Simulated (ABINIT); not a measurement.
Crystal: MoS2.

```xyz
3
Lattice="1.5800 0.9122 6.1500 -1.5800 0.9122 6.1500 0.0000 -1.8244 6.1500" Properties=species:S:1:pos:R:3 pbc="T T T"
Mo    0.0000    0.0000    0.0000
S     0.0000    0.0000    7.6936
S     0.0000    0.0000    4.6125
```

Measurements of this composition are mostly on another form, of space group No. 194.

Base run:

| Item | Value |
| --- | --- |
| Program | ABINIT 10.8.3 (patched build) |
| Functional | LDA |
| Potentials or basis | JTH PAW LDA v2.0 |
| Cutoff | 544 eV |
| k mesh | 10 × 10 × 10 |
| Occupations | fermi-dirac, width 0.05 eV |
| Spin | no spin polarisation |

Its results: band gap on the k mesh 0.88 eV, indirect (least direct gap 1.96 eV); pressure -2.4 GPa; largest force 0.084 eV/Å.

**Question.** The run is repeated on the same cell with these changes: functional from LDA to PBEsol; potentials or basis from JTH PAW LDA v2.0 to JTH PAW PBE v2.0. What comes out?

**Answer.** Band gap on the k mesh 0.91 eV, indirect (least direct gap 1.96 eV); pressure 0.6 GPa; largest force 0.289 eV/Å.

Caveats: the PAW data sets were made with another functional, which shifts forces and pressure a little (some runs).

A k mesh can miss the band edges.
